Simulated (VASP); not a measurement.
# BN (R3m) in VASP: convergence with k mesh

Aim: find how far k mesh must go before the results for BN settle, at PBE. This setting moves, with any that are tied to it; all else stays.

All numbers are computed with VASP 6.6.1; they aren't measurements. Logs are shortened: lines on timing, memory, paths and dates and some standing lists are left out, and cuts for length are marked.

### 1 The structure

The structure is trigonal, space group R3m (No. 160). The conventional cell has a = 2.502 Å, b = 2.502 Å, c = 10.119 Å, α = 90.00°, β = 90.00°, γ = 120.00°. Around N (site symmetry 3m) lie 3 B at 1.44 Å. B (site symmetry 3m) has 3 N at 1.44 Å as nearest neighbours.

The cell is a database's computed one.

### 2 With k mesh 3 × 3 × 3

The input, INCAR:

```
PREC = Accurate
ENCUT = 520
EDIFF = 1E-7
ISMEAR = 0
SIGMA = 0.02
LREAL = False
LASPH = True
NELM = 60
ALGO = Normal
ISIF = 2
LWAVE = False
LCHARG = False
GGA = PE
NBANDS = 11
```

The input, KPOINTS:

```
regular mesh
0
Gamma
  3 3 3
```

The input, POSCAR:

```
BN
1.0
    1.2511217832      0.7223354983      3.3729344033
   -1.2511217832      0.7223354983      3.3729344033
    0.0000000000     -1.4446709966      3.3729344033
N B
1 1
Direct
    0.6672382000      0.6672382000      0.6672382000
    0.0003288000      0.0003288000      0.0003288000
```

Potentials or basis: VASP PAW PBE potentials, release 64 (N, B).

Command:

```sh
$ cat potpaw_PBE.64/N/POTCAR potpaw_PBE.64/B/POTCAR > POTCAR
$ mpirun -np 1 vasp_std > vasp.out
```

OUTCAR:

```text
PREC = Accurate
   ENCUT = 520
   EDIFF = 1E-7
   ISMEAR = 0
   LREAL = False
   LASPH = True
   NELM = 60
   ISIF = 2
   GGA = PE

 Found      6 irreducible k-points:

 Following reciprocal coordinates:
            Coordinates               Weight
  0.000000  0.000000  0.000000      1.000000
  0.333333 -0.000000  0.000000      6.000000
  0.333333  0.333333  0.000000      6.000000
 -0.333333  0.333333  0.000000      6.000000
  0.333333  0.333333  0.333333      2.000000
 -0.333333  0.333333  0.333333      6.000000
   k-points           NKPTS =      6   k-points in BZ     NKDIM =      6   number of bands    NBANDS=     11
   number of dos      NEDOS =    301   number of ions     NIONS =      2
   total plane-waves  NPLWV =  21952
   dimension x,y,z NGX =    28 NGY =   28 NGZ =   28
   dimension x,y,z NGXF=    56 NGYF=   56 NGZF=   56
   ions per type =               1   1
   NGX,Y,Z   is equivalent  to a cutoff of  12.69, 12.69, 12.69 a.u.
   NGXF,Y,Z  is equivalent  to a cutoff of  25.37, 25.37, 25.37 a.u.
 SYSTEM =  unknown system
   PREC   = accura    normal or accurate (medium, high low for compatibility)
   ISTART =      0    job   : 0-new  1-cont  2-samecut
   ICHARG =      2    charge: 1-file 2-atom 10-const
   ISPIN  =      1    spin polarized calculation?
   LNONCOLLINEAR =      F non collinear calculations
   LSORBIT =      F    spin-orbit coupling
   LASPH  =      T    aspherical Exc in radial PAW
   ENCUT  =  520.0 eV  38.22 Ry    6.18 a.u.   6.82  6.82  6.82*2*pi/ulx,y,z
   NELM   =     60;   NELMIN=  2; NELMDL= -5     # of ELM steps
   EDIFF  = 0.1E-06   stopping-criterion for ELM
   LREAL  =      F    real-space projection
   EDIFFG = 0.1E-05   stopping-criterion for IOM
   NSW    =      0    number of steps for IOM
   IBRION =     -1    ionic relax: 0-MD 1-quasi-New 2-CG
   NFREE  =      0    steps in history (QN), initial steepest desc. (CG)
   ISIF   =      2    stress and relaxation
   ISYM   =      2    0-nonsym 1-usesym 2-fastsym
   POTIM  = 0.5000    time-step for ionic-motion
   TEBEG  =    0.0;   TEEND  =   0.0 temperature during run
   PSTRESS=    0.0 pullay stress
   NELECT =       8.0000    total number of electrons
   NUPDOWN=      -1.0000    fix difference up-down
   EMIN   =  10.00;   EMAX   =-10.00  energy-range for DOS
   EFERMI =   0.00;   METHOD = LEGACY
   ISMEAR =     0;   SIGMA  =   0.02  broadening in eV -4-tet -1-fermi 0-gaus
   EFERMI_NEDOS =   21; number of points for ismear=-14 and -15
   IALGO  =     38    algorithm
   IMIX   =      4    mixing-type and parameters
     AMIX     =   0.40;   BMIX     =  1.00
     AMIX_MAG =   1.60;   BMIX_MAG =  1.00
  volume/ion in A,a.u.               =       9.14        61.71
  Fermi-wavevector in a.u.,A,eV,Ry     =   1.242717  2.348395 21.012099  1.544346
  Thomas-Fermi vector in A             =   2.377059
   LORBIT       =      0    0 simple, 1 ext, 2 COOP (PROOUT), +10 PAW based schemes
   GGA     = PE    functional components
   LHFCALC =     F    Hartree Fock is set to
   AEXX    =    0.0000 exact exchange contribution
   IVDW    =     0    specifies the selected vdW correction
   LEPSILON=     F    determine dielectric tensor
   LRPA    =     F    only Hartree local field effects (RPA)
 non-spin polarized calculation
 Gauss-broadening in eV      SIGMA  =   0.02
  energy-cutoff  :      520.00
  volume of cell :       18.29
 maximum number of plane-waves:       517
   NGX = 13   NGY = 13   NGZ = 13

 number of electron       8.0000000 magnetization

 Free energy of the ion-electron system (eV)
  ---------------------------------------------------
  ext. energy  EPLUGINS =         0.00000000
  ---------------------------------------------------
  free energy    TOTEN  =       -17.47502737 eV

  energy without entropy =      -17.47502737  energy(sigma->0) =      -17.47502737

 E-fermi :   2.2863     XC(G=0):  -9.9745

 val. band max:        2.1844728361   @ k =  -0.3333   0.3333   0.0000
 cond. band min:       6.8350711455   @ k =  -0.3333   0.3333   0.0000
 fundamental gap:      4.6505983094
 Fermi energy:         2.2862576645

 k-point     1 :       0.0000    0.0000    0.0000
  band No.  band energies     occupation
      1     -15.6026      2.00000
      2      -2.0143      2.00000
      3       0.9011      2.00000
      4       0.9011      2.00000
      5       7.3071      0.00000
      6      13.8321      0.00000
      7      13.8321      0.00000
      8      15.3161      0.00000
      9      16.9044      0.00000
     10      28.0583      0.00000
     11      30.0517      0.00000

 k-point     2 :       0.3333   -0.0000    0.0000
  band No.  band energies     occupation
      1     -13.5934      2.00000
      2      -4.7052      2.00000
      3      -1.3389      2.00000
      4       0.2071      2.00000
      5       9.4886      0.00000
      6      11.0982      0.00000
      7      13.6704      0.00000
      8      19.5334      0.00000
      9      20.8925      0.00000
     10      22.3274      0.00000
     11      24.8579      0.00000

 k-point     3 :       0.3333    0.3333    0.0000
  band No.  band energies     occupation
      1     -13.5357      2.00000
      2      -4.6232      2.00000
      3      -1.3832      2.00000
      4      -0.3081      2.00000
      5       8.8936      0.00000
      6      11.8256      0.00000
      7      14.0729      0.00000
      8      20.5853      0.00000
      9      20.8020      0.00000
     10      21.7971      0.00000
     11      27.8847      0.00000

 k-point     4 :      -0.3333    0.3333    0.0000
  band No.  band energies     occupation
      1     -11.7824      2.00000
      2      -5.7198      2.00000
      3      -4.9603      2.00000
      4       2.1845      2.00000
      5       6.8351      0.00000
      6      14.4789      0.00000
      7      15.7860      0.00000
      8      18.4638      0.00000
      9      20.3163      0.00000
     10      21.9998      0.00000
     11      23.8886      0.00000

 k-point     5 :       0.3333    0.3333    0.3333
  band No.  band energies     occupation
      1     -15.4100      2.00000
      2      -3.5603      2.00000
      3       0.8883      2.00000
      4       0.8883      2.00000
      5      10.8200      0.00000
      6      13.7801      0.00000
      7      13.7801      0.00000
      8      14.8231      0.00000
      9      17.7618      0.00000
     10      25.6752      0.00000
     11      27.8380      0.00000

 k-point     6 :      -0.3333    0.3333    0.3333
  band No.  band energies     occupation
      1     -13.4345      2.00000
      2      -4.6872      2.00000
      3      -1.3683      2.00000
      4      -1.0998      2.00000
      5       9.4486      0.00000
      6      12.5037      0.00000
      7      17.0413      0.00000
      8      18.1384      0.00000
      9      20.8003      0.00000
     10      23.2486      0.00000
     11      26.4498      0.00000

------------------------ aborting loop because EDIFF is reached ----------------------------------------

  FORCE on cell =-STRESS in cart. coord.  units (eV):
  Direction    XX          YY          ZZ          XY          YZ          ZX
  --------------------------------------------------------------------------------------
  -------------------------------------------------------------------------------------
  Total        0.4553436      0.4553436      0.3063908      0.0000000      0.0000000      0.0000000
  in kB       39.8889107     39.8889107     26.8403758      0.0000000      0.0000000      0.0000000
  external PRESSURE =      35.5393991 kB  Pullay stress =       0.0000000 kB

 VOLUME and BASIS-vectors are now :
 -----------------------------------------------------------------------------
  energy-cutoff  :      520.00
  volume of cell :       18.29
      direct lattice vectors                 reciprocal lattice vectors
     1.251121783  0.722335498  3.372934403     0.399641351  0.230733042  0.098825916
    -1.251121783  0.722335498  3.372934403    -0.399641351  0.230733042  0.098825916
     0.000000000 -1.444670997  3.372934403     0.000000000 -0.461466083  0.098825916

 POSITION                                       TOTAL-FORCE (eV/Angst)
 -----------------------------------------------------------------------------------
      0.00000      0.00000      6.75165         0.000000     -0.000000      0.006176
      0.00000      0.00000      0.00333         0.000000      0.000000     -0.006176
 -----------------------------------------------------------------------------------
    total drift:                               -0.000000      0.000000      0.000070

  FREE ENERGIE OF THE ION-ELECTRON SYSTEM (eV)
  ---------------------------------------------------
  free  energy   TOTEN  =       -17.4750273668 eV

  energy  without entropy=      -17.4750273668  energy(sigma->0) =      -17.47502737
```

Run time: 8.4 s. Hardware: 1 thread of Intel Xeon Platinum 8175M at 2.50GHz (Skylake/Cascade Lake), shared host; peak memory 0.14 GiB.

Results:

```yaml
Free_energy: -17.4750 eV
Pressure: 3.6 GPa
Largest_force: 0.006 eV/Å
Band_gap_on_the_k_mesh: 4.65 eV, direct
```

### 3 With k mesh 4 × 4 × 4

INCAR is that of step 2.

The input, KPOINTS:

```
regular mesh
0
Gamma
  4 4 4
```

POSCAR is that of step 2.

Potentials or basis: VASP PAW PBE potentials, release 64 (N, B).

Command:

```sh
$ cat potpaw_PBE.64/N/POTCAR potpaw_PBE.64/B/POTCAR > POTCAR
$ mpirun -np 1 vasp_std > vasp.out
```

Wall time 14 s (1 thread of Intel Xeon Platinum 8175M at 2.50GHz (Skylake/Cascade Lake), shared host); peak memory 0.14 GiB.

Results:

```yaml
Free_energy: -17.5643 eV
Pressure: 3.5 GPa
Largest_force: 0.008 eV/Å
Band_gap_on_the_k_mesh: 4.83 eV, indirect (least direct gap 5.45 eV)
```

### 4 With k mesh 5 × 5 × 5

INCAR is that of step 3.

The input, KPOINTS:

```
regular mesh
0
Gamma
  5 5 5
```

POSCAR is that of step 3.

Command:

```sh
$ cat potpaw_PBE.64/N/POTCAR potpaw_PBE.64/B/POTCAR > POTCAR
$ mpirun -np 1 vasp_std > vasp.out
```

It took 11 s on 1 thread of Intel Xeon Platinum 8175M at 2.50GHz (Skylake/Cascade Lake), shared host; peak memory 0.14 GiB.

Results:

```
Free energy            : -17.5738 eV
Pressure               : 3.7 GPa
Band gap on the k mesh : 4.74 eV, indirect (least direct gap 5.13 eV)
```

### 5 With k mesh 7 × 7 × 7

INCAR is that of step 4.

The input, KPOINTS:

```
regular mesh
0
Gamma
  7 7 7
```

POSCAR is that of step 4.

Command:

```sh
$ cat potpaw_PBE.64/N/POTCAR potpaw_PBE.64/B/POTCAR > POTCAR
$ mpirun -np 1 vasp_std > vasp.out
```

Wall time 21 s (1 thread of Intel Xeon Platinum 8175M at 2.50GHz (Skylake/Cascade Lake), shared host); peak memory 0.14 GiB.

Results:

| Property | Result |
| --- | --- |
| Free energy | -17.5808 eV |
| Pressure | 3.6 GPa |
| Largest force | 0.003 eV/Å |
| Band gap on the k mesh | 4.49 eV, indirect (least direct gap 5.17 eV) |

### 6 With k mesh 9 × 9 × 9

INCAR is that of step 5.

The input, KPOINTS:

```
regular mesh
0
Gamma
  9 9 9
```

POSCAR is that of step 5.

Potentials or basis: VASP PAW PBE potentials, release 64 (N, B).

Command:

```sh
$ cat potpaw_PBE.64/N/POTCAR potpaw_PBE.64/B/POTCAR > POTCAR
$ mpirun -np 1 vasp_std > vasp.out
```

It took 50 s on 1 thread of Intel Xeon Platinum 8175M at 2.50GHz (Skylake/Cascade Lake), shared host; peak memory 0.15 GiB.

Results:

| Property | Result |
| --- | --- |
| Free energy | -17.5810 eV |
| Pressure | 3.6 GPa |
| Largest force | 0.003 eV/Å |
| Band gap on the k mesh | 4.38 eV, indirect (least direct gap 4.70 eV) |

### 7 With k mesh 11 × 11 × 11

INCAR is that of step 6.

The input, KPOINTS:

```
regular mesh
0
Gamma
  11 11 11
```

POSCAR is that of step 6.

Command:

```sh
$ cat potpaw_PBE.64/N/POTCAR potpaw_PBE.64/B/POTCAR > POTCAR
$ mpirun -np 1 vasp_std > vasp.out
```

Run time: 76 s. Hardware: 1 thread of Intel Xeon Platinum 8175M at 2.50GHz (Skylake/Cascade Lake), shared host; peak memory 0.16 GiB.

Results:

```
Free energy            : -17.5810 eV
Pressure               : 3.6 GPa
Band gap on the k mesh : 4.32 eV, indirect (least direct gap 4.83 eV)
```

### 8 With k mesh 14 × 14 × 14

INCAR is that of step 7.

The input, KPOINTS:

```
regular mesh
0
Gamma
  14 14 14
```

POSCAR is that of step 7.

Command:

```sh
$ cat potpaw_PBE.64/N/POTCAR potpaw_PBE.64/B/POTCAR > POTCAR
$ mpirun -np 1 vasp_std > vasp.out
```

It took 2 min on 1 thread of Intel Xeon Platinum 8175M at 2.50GHz (Skylake/Cascade Lake), shared host; peak memory 0.19 GiB.

The run converged. Its results:

```yaml
Free_energy: -17.5810 eV
Pressure: 3.6 GPa
Band_gap_on_the_k_mesh: 4.23 eV, indirect (least direct gap 4.76 eV)
```

### 9 Result

```csv
k mesh,"energy less the tightest run, at zero smearing (meV/atom)",pressure (GPa),largest force (eV/Å),gap on the mesh (eV),SCF cycles,CPU time (s),peak memory (GiB)
3 × 3 × 3,52.97,3.55,0.006,4.651,14,8.1,0.14
4 × 4 × 4,8.34,3.50,0.008,4.835,14,13,0.14
5 × 5 × 5,3.59,3.67,0.002,4.736,14,11,0.14
7 × 7 × 7,0.10,3.62,0.003,4.487,14,21,0.14
9 × 9 × 9,0.00,3.63,0.003,4.375,14,49,0.15
11 × 11 × 11,0.00,3.63,0.003,4.319,14,75,0.16
14 × 14 × 14,0.00,3.63,0.003,4.233,14,120,0.19
```

Against the tightest run, the energy stays within 1 meV/atom from 7 × 7 × 7 on; the pressure stays within 0.1 GPa from 5 × 5 × 5 on; the largest force stays within 0.005 eV/Å from 3 × 3 × 3 on. Not settled before the last step: the gap on the mesh (to 0.01 eV). Meshes of other sizes hit other points, so gaps and Fermi surfaces needn't settle smoothly. The tightest run that finished is the yardstick and may itself not be fully converged.
